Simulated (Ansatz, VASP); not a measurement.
One calculation of Sc, two programs

```
Sc
1.0
     3.35254    0.00000    0.00000
    -1.67627    2.90339    0.00000
     0.00000    0.00000    5.34269
Sc
2
Direct
  0.66667 0.33333 0.75000
  0.33333 0.66667 0.25000
```

Alike in both runs: task single point; functional PBEsol; k mesh 9 × 9 × 5; occupations fermi-dirac, width 0.05 eV; no spin polarisation.

|  | VASP | Ansatz |
| --- | --- | --- |
| version | VASP 6.6.1 | Ansatz 0.2.0 |
| potentials or method | VASP PAW PBE potentials, release 64 (Sc_sv) | Ansatz PAW |
| plane-wave cutoff (eV) | 520 | 420 |
| valence electrons in the cell | 22 | 22 |

|  | VASP | Ansatz | Ansatz less VASP |
| --- | --- | --- | --- |
| gap on the k mesh at the Fermi level (eV) | none | none | - |
| pressure (GPa) | -4.6 | -4.6 | +0.01 |
| largest component of the traceless stress (GPa) | 0.94 | 0.94 | 0.000 |

A gap of «none» marks a metal or a gap that the smearing closes.

Caveats: the PAW data sets were made with another functional, which shifts forces and pressure a little (VASP); the PAW data sets come from PBE, with cores solved anew for the run's functional, which leaves a small shift of forces and pressure (Ansatz).
